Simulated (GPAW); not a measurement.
## HfO2: band structure with PBE

HfO2:

```
CELL_PARAMETERS angstrom
3.61685 0.00000 0.00000
1.80843 3.13229 0.00000
1.80843 1.04410 2.95315
ATOMIC_POSITIONS crystal
Hf 0.00000 0.00000 0.00000
O 0.75000 0.75000 0.75000
O 0.25000 0.25000 0.25000
```

Measurements of this composition are mostly on another form, of space group No. 14.

* Program: GPAW 26.7.0
* Task: band structure
* Functional: PBE
* Potentials or basis: GPAW PAW data sets (gpaw-data 1.2.1)
* Cutoff: 800 eV
* Basis: pw
* k mesh: 7 × 7 × 7
* Occupations: fermi-dirac, width 0.05 eV
* Spin: spin-orbit coupling, no magnetisation
* Maxiter: 150
* Band path: GXWKGLUWLK,UX
* Band points: 100
* spin axis theta (degrees): 54.7
* spin axis phi (degrees): 45
* Soc after scf: second variation

| Quantity | Value |
| --- | --- |
| Pressure | -2.8 GPa |
| Band gap on the k mesh | 3.88 eV, indirect (least direct gap 4.06 eV) |
| Band gap along the path | 3.72 eV, direct |

Levels at the corners of the path, in eV from the valence-band top:
| point | band 21 | band 22 | band 23 | band 24 | band 25 | band 26 | band 27 | band 28 |
| --- | --- | --- | --- | --- | --- | --- | --- | --- |
| Γ | -0.54 | -0.54 | -0.54 | -0.54 | 3.79 | 3.79 | 3.79 | 3.79 |
| X | -1.47 | -1.47 | 0.00 | 0.00 | 3.72 | 3.72 | 5.25 | 5.25 |
| W | -1.36 | -1.36 | -0.20 | -0.20 | 4.69 | 4.69 | 4.96 | 4.96 |
| K | -1.28 | -1.28 | -0.33 | -0.33 | 4.21 | 4.21 | 5.21 | 5.21 |
| Γ | -0.54 | -0.54 | -0.54 | -0.54 | 3.79 | 3.79 | 3.79 | 3.79 |
| L | -1.90 | -1.90 | -1.65 | -1.65 | 4.33 | 4.33 | 4.59 | 4.59 |
| U | -1.28 | -1.28 | -0.33 | -0.33 | 4.21 | 4.21 | 5.21 | 5.21 |
| W | -1.36 | -1.36 | -0.20 | -0.20 | 4.69 | 4.69 | 4.96 | 4.96 |
| L | -1.90 | -1.90 | -1.65 | -1.65 | 4.33 | 4.33 | 4.59 | 4.59 |
| K | -1.28 | -1.28 | -0.33 | -0.33 | 4.21 | 4.21 | 5.21 | 5.21 |
| U | -1.28 | -1.28 | -0.33 | -0.33 | 4.21 | 4.21 | 5.21 | 5.21 |
| X | -1.47 | -1.47 | 0.00 | 0.00 | 3.72 | 3.72 | 5.25 | 5.25 |

Run time: 75 s on 1 thread of Arm Neoverse V1, on a shared host, peak memory 0.38 GiB.

Caveat: spin-orbit coupling was added after a scalar SCF, so levels and gaps hold it while energy, forces, pressure and moments don't; this program's spin-orbit splittings come out too wide for heavy elements; the mesh misses the band edges, which the band path finds closer together. PBE gaps usually lie below the measured ones, often by a third to a half.
